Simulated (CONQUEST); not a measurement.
# CdS (Greenockite) under changes of volume

One of the cells (25.121 Å³/atom); the others are scaled copies at fixed shape and fractional positions:

```
Cd S
1.0
     4.15000    0.00000    0.00000
     0.00000    6.73700    0.00000
     0.00000    0.00000    7.18801
Cd S
4 4
Direct
  0.00000 0.50000 0.33333
  0.50000 0.50000 0.83333
  0.00000 0.00000 0.66667
  0.50000 0.00000 0.16667
  0.00000 0.87500 0.33333
  0.50000 0.87500 0.83333
  0.00000 0.37500 0.66667
  0.50000 0.37500 0.16667
```

```yaml
Program: CONQUEST 1.3
Functional: LDA
Potentials_or_basis: PseudoDojo NC LDA, DZP, grid of 40 × 64 × 72 points
k_mesh: 7 × 4 × 4
Occupations: fermi-dirac, width 0.05 eV
Spin: no spin polarisation
```

```tsv
volume (Å³/atom)	energy over the lowest point (meV/atom)	pressure (GPa)	gap on the mesh (eV)	largest force (eV/Å)
23.614	?	?	?	?
24.116	0.00	0.3	1.21	0.076
24.618	1.05	-1.0	1.15	0.071
25.121	6.04	-2.2	1.09	0.069
25.623	14.50	-3.2	1.04	0.066
26.126	26.10	-4.2	0.98	0.063
26.628	40.60	-5.1	0.92	0.060
```

Question: What does the run at 23.614 Å³/atom give?

Answer: Energy over the lowest point 3.53 meV/atom; pressure 1.9 GPa; gap on the mesh 1.27 eV; largest force 0.082 eV/Å.

Worked out: A Birch-Murnaghan fit of order 3 (a polynomial in V^(-2/3)) to the other rows has its minimum at 24.23 Å³/atom with B0 = V·E''(V) = 65 GPa and B' = 4.0 at fixed shape and positions, which overstates the stiffness. It gives 3.22 meV/atom at 23.614 Å³/atom, against the run's 3.53, and -dE/dV = 1.8 GPa, against 1.9. A straight line through the other rows of the gap, of slope -2.9 eV per unit of ln V, extrapolates to 1.27 eV, against the run's 1.27.

Energies are extrapolated to zero smearing.

Caveats: an odd mesh through Γ misses points on the zone boundary, where band edges often lie; the basis of atomic orbitals isn't converged, which shifts pressures, moduli and gaps. Spin-orbit coupling on Cd is left out.
